Q: These are vibrations of black phosphorus in which every unit cell moves alike, computed with the BLYP functional and a dispersion correction, set among measured Raman lines.

Harmonic zone-centre modes of black phosphorus after relaxing the cell, without the long-range term, from GPAW 26.7.0 with BLYP and D3(BJ) dispersion. The runs used PAW data sets made for BLYP, a 510 eV plane-wave cutoff, 8 × 8 × 6 k-points and 0.05 eV Fermi–Dirac smearing. Each row is either computed or measured; 1-fold means non-degenerate.

```
row  computed wavenumber (cm⁻¹)  what it is  measured wavenumber (cm⁻¹)                                                     label in the paper, method, sample  temperature of the measurement (K)                   source
  1                       112.3      1-fold                         n/a                                                                                    n/a                                 n/a                      n/a
  2                       187.9      1-fold                         n/a                                                                                    n/a                                 n/a                      n/a
  3                       221.1      1-fold                         n/a                                                                                    n/a                                 n/a                      n/a
  4                       360.0      1-fold                         n/a                                                                                    n/a                                 n/a                      n/a
  5                         n/a         n/a                       361.4                           Ag^1 mode (out-of-plane); polarized Raman spectroscopy; film                                 n/a  arXiv:1610.03382 (2016)
  6                         n/a         n/a                       362.2  A1g mode of black phosphorus (Ag^1, out-of-plane); polarized Raman spectroscopy; film                                 300  arXiv:1610.03382 (2016)
  7                         n/a         n/a                       362.3                                  A1g (first Ag mode); Raman spectroscopy; bulk crystal                                 n/a       pmc:5037434 (2016)
  8                         n/a         n/a                         363                                                 Ag1, out-of-plane; Raman; bulk crystal                                 n/a  arXiv:1505.07061 (2015)
  9                         n/a         n/a                       363.7                           A1g-type out-of-plane mode, Ag(1); micro-Raman; bulk crystal                                   4  arXiv:1601.01110 (2016)
 10                         n/a         n/a                         365                                                  Ag1; polarised Raman scattering; film                                 n/a   arXiv:1402.0270 (2014)
 11                       406.5      1-fold                         n/a                                                                                    n/a                                 n/a                      n/a
 12                       407.8      1-fold                         n/a                                                                                    n/a                                 n/a                      n/a
 13                       414.5      1-fold                         n/a                                                                                    n/a                                 n/a                      n/a
 14                         n/a         n/a                       438.3                                                  B2g; Raman spectroscopy; bulk crystal                                 n/a       pmc:5037434 (2016)
 15                         n/a         n/a                         440                                                  B2g; polarised Raman scattering; film                                 n/a   arXiv:1402.0270 (2014)
 16                         n/a         n/a                         440                                                     B2g, in-plane; Raman; bulk crystal                                 n/a  arXiv:1505.07061 (2015)
 17                         n/a         n/a                       440.3                                           B2g in-plane mode; micro-Raman; bulk crystal                                   4  arXiv:1601.01110 (2016)
 18                       447.0      1-fold                         n/a                                                                                    n/a                                 n/a                      n/a
 19                       462.6      1-fold                         n/a                                                                                    n/a                                 n/a                      n/a
 20                         n/a         n/a                       465.6                     Ag^2 mode (in-plane, armchair); polarized Raman spectroscopy; film                                 n/a  arXiv:1610.03382 (2016)
 21                         n/a         n/a                       466.2                                 A2g (second Ag mode); Raman spectroscopy; bulk crystal                                 n/a       pmc:5037434 (2016)
 22                         n/a         n/a                         467                     Ag^2 mode (in-plane, armchair); polarized Raman spectroscopy; film                                 300  arXiv:1610.03382 (2016)
 23                         n/a         n/a                         467                                                     Ag2, in-plane; Raman; bulk crystal                                 n/a  arXiv:1505.07061 (2015)
 24                         n/a         n/a                       467.5                                         Ag(2) in-plane mode; micro-Raman; bulk crystal                                   4  arXiv:1601.01110 (2016)
 25                         n/a         n/a                         470                                                  Ag2; polarised Raman scattering; film                                 n/a   arXiv:1402.0270 (2014)
```

There is one element here, and each atom has three bonds of nearly equal length. Why don't the frequencies form a single band?

A: Because a vibration need not stretch a bond. The scale to remember is about 400 cm⁻¹ for stretching a P–P bond and from about 100 to a little over 200 cm⁻¹ for merely changing the angles between bonds. The computed modes fall into just such groups: three lie at or below 221 cm⁻¹, and six at or above 360 cm⁻¹. That the first group bends and the second stretches is an argument from the structure, and it starts with a count.

Q: What do you count?

A: Motions and bonds. The cell holds four atoms, so there are 4 × 3 = 12 independent motions, of which three only carry the whole crystal along. Each atom has three bonds and shares each with a neighbour, which makes 4 × 3 / 2 = 6 bonds. In this structure their six lengths can change independently, so six motions stretch bonds, and what remains is

12 − 3 − 6 = 3

These three leave the bond lengths unchanged for small movements. Each layer consists of two half-layers of zigzag chains, joined by connecting bonds. When one half-layer slides over the other along the chains, for example, the connecting bonds swing sideways but hardly lengthen. What pulls the atoms back is expected to be mainly the weaker resistance to changing angles, with some share from the forces between layers. Why these three modes differ among themselves by a factor of two is not worked out here.

Q: Then the six stretching modes should agree with one another. Why is row 4 so far below the rest?

A: They would agree if all bonds were equally stiff and met at right angles, because an atom could then move along one bond without changing the length of the others. In black phosphorus the angles are somewhat wider. An atom that moves so as to lengthen one bond now slightly shortens its neighbours.

If all bonds are to lengthen together, the atoms must therefore move further for the same stretch. More inertia is involved, and the frequency falls. If the connecting bonds lengthen while the zigzag bonds shorten, the same movement serves both, and the frequency rises. These two vibrations keep the full symmetry of the crystal and are the ones that the measurements call Ag1 and Ag2. Row 4 is the only computed mode near the measured Ag1 lines.

Q: Can such a small excess over 90° separate them by 100 cm⁻¹?

A: Give every bond the same spring constant k and every atom the mass m, and ignore the stiffness of the angles. Let s be the stretch of each zigzag bond and t that of each connecting bond. A bond is pulled back by its own tension at both ends, and the tension of each neighbouring bond acts on it through the cosine of the angle between them. With α between two zigzag bonds and β between a zigzag and a connecting bond, Newton's law gives

m × acceleration of s = −k (2s + 2s cos α + 2t cos β)
m × acceleration of t = −k (2t + 4s cos β)

For a vibration of angular frequency ω, these two equations have the solutions

mω²/k = 2 + cos α ± √(cos² α + 8 cos² β)

The angles are roughly 96° and 102°, as I recall them. The two solutions are then about 2.5 and 1.3, and the ratio of the frequencies is √(2.5/1.3) ≈ 1.39.

Q: And what do the measurements give?

A: The ratio of the mean Ag2 line to the mean Ag1 line is 1.29. The springs thus give the right direction and the rough size of the splitting, which they exaggerate by about a third. No frequency from the table entered the estimate. One clear failure is at the soft end: without any stiffness of the angles, the three bending modes would have zero frequency. That same stiffness would also raise both Ag modes, but it need not shrink their ratio: the resistance of the angle within a zigzag chain is expected to lift Ag2 more than Ag1. The excess of a third is therefore not explained here.

Q: The measured B2g lines average 440 cm⁻¹, and row 18 is only 7 cm⁻¹ higher. May I conclude that the calculation is good to 2%?

A: The nearest number is probably the wrong partner. In the B2g mode the zigzag bonds alternately lengthen and shorten along each chain. A second mode, which neither Raman nor infrared light detects, does the same with the opposite phase between the two half-layers. In the spring picture the two have the same frequency. Stiff angles are expected to push them apart, because the two patterns bend the angles at the connecting bonds differently, so this is only a hint. A third stretching mode, in which the two connecting bonds of the cell alternately lengthen and shorten, falls a little below the pair in the spring picture. The close group in the table is rows 11 to 13, which span only 8 cm⁻¹ and could be these three.

Q: Rows 18 and 19 are not far apart either.

A: True, so closeness alone doesn't settle it. A second argument comes from the order of the modes. Besides Ag2, black phosphorus has an infrared mode at roughly 470 cm⁻¹, a recalled value. Two modes then belong above B2g. The equal springs would put the infrared mode below B2g instead, which is another failure of that model and a sign that forces it leaves out may also shape the Ag splitting. In the infrared mode all zigzag bonds of one half-layer lengthen together, which in a chain of fixed period changes the zigzag angle, so stiff angles are expected to lift it. The order itself rests on that one recalled measurement, which is not in the table. If the calculation keeps it, B2g must be one of rows 11 to 13, and rows 18 and 19 are most likely Ag2 and the infrared mode.

Q: What does that do to the error?

A: It changes its sign and its size. B2g is then computed 25 to 33 cm⁻¹ below the measured mean, or 6 to 8% too low, whereas the measured B2g lines agree with one another within 2 cm⁻¹. Ag2 is too low as well, by 5 or 20 cm⁻¹, depending on which of the two upper rows it is. Ag1 is only 3 cm⁻¹ too low.

Q: Why would one functional describe Ag1 so well and B2g so poorly?

A: BLYP tends to make covalent bonds too soft, which fits the low B2g. The edges of the relaxed cell imply a zigzag period slightly longer than I recall for the real crystal, which points the same way. The good Ag1 may hide a second error. The relaxed cell has 18.4 Å³ per atom, against roughly 19 in the real crystal, and against the edges as I recall them it is short both across the layers and along the armchair direction. Such squeezing could stiffen a mode that moves atoms out of the plane. That is a guess. The program also warned repeatedly that the wide angle of this cell might spoil the results, and the effect of that is untested.

Q: How should I compare such a list with a Raman spectrum, then?

A: Match the modes by symmetry first and subtract afterwards. The computed atomic displacements, which aren't listed here, would show which mode is B2g and decide between rows 18 and 19 for Ag2. Pairing each line with the nearest number can make a calculation look better than it is, most of all where modes are crowded. The differences for the pairings discussed here are in the output below.

The analysis program printed:

```
Bonds per cell of four atoms with three shared bonds each: 6
Computed soft modes below 300 cm-1 (count): 3
Computed stiff modes above 300 cm-1 (count): 6
Gap between highest soft and lowest stiff mode (cm-1): 138.9
Width of the close trio, rows 11 to 13 (cm-1): 8
Gap from row 4 up to the trio (cm-1): 46.5
Gap from the trio up to row 18 (cm-1): 32.5
Mean of measured Ag1, B2g, Ag2 lines (cm-1): 362.9, 439.6, 467.2
Spread of measured Ag1, B2g, Ag2 lines (cm-1): 3.6, 2, 4.4
Line at 4 K less group mean for Ag1, B2g, Ag2 (cm-1): 0.7667, 0.65, 0.2833
Row 4 less mean Ag1 (cm-1, then percent): -2.933, -0.8082
B2g taken as row 18, computed less measured (cm-1, then percent): 7.35, 1.672
B2g taken as lowest of trio, computed less measured (cm-1, then percent): -33.15, -7.54
B2g taken as highest of trio, computed less measured (cm-1, then percent): -25.15, -5.72
Ag2 taken as row 18, computed less measured (cm-1, then percent): -20.22, -4.327
Ag2 taken as row 19, computed less measured (cm-1, then percent): -4.617, -0.9881
Ratio Ag2 to Ag1 from equal bond springs alone: 1.386
Ratio Ag2 to Ag1 measured: 1.287
Ratio Ag2 to Ag1 computed with row 18, then with row 19: 1.242, 1.285
Relaxed volume (A^3 per atom), then change from starting cell (percent): 18.44, -9.856
```
